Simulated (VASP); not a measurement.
Runs of VASP 6.6.1 on TiC. Symmetry: P-6m2, No. 187, hexagonal system. Conventional cell: a = 3.042 Å, b = 3.042 Å, c = 2.698 Å, α = 90.00°, β = 90.00°, γ = 120.00°. Ti (site symmetry -6m2) has 6 C at 2.21 Å as nearest neighbours. C (site symmetry -6m2) has 6 Ti at 2.21 Å as nearest neighbours. The cell was built by a generator and needn't be a form met in nature.

```tsv
level	gap on the mesh (eV)	pressure (GPa)	relaxed volume (Å³/atom)
PBE+rVV10	none	0.0	10.75
PBE+D4	none	0.0	10.61
PBE+D3	none	0.0	10.64
PBE+TS	0.03	0.0	(b)
PBEsol+D3(BJ)	none	0.0	(a)
PBE+D3(BJ)	none	0.0	10.49
PBEsol+D3	none	0.1	10.38
```

Alike in all rows: task relaxation of cell and atoms; potentials or basis VASP PAW PBE potentials, release 64 (Ti_sv, C); no spin polarisation; cell relaxed; k mesh 10 × 10 × 10; cutoff (eV) 600; smearing fermi-dirac 0.05 eV.

Problem. Fill in the values left out.

Solution. (a) 10.23; (b) 10.34.

Caveats: pairwise dispersion overbinds metals, which lowers pressure and volume (some runs); the PAW data sets were made with another functional, which shifts forces and pressure a little (some runs).

A k mesh can miss the band edges.

A gap of «none» marks a metal or a gap under the smearing width.
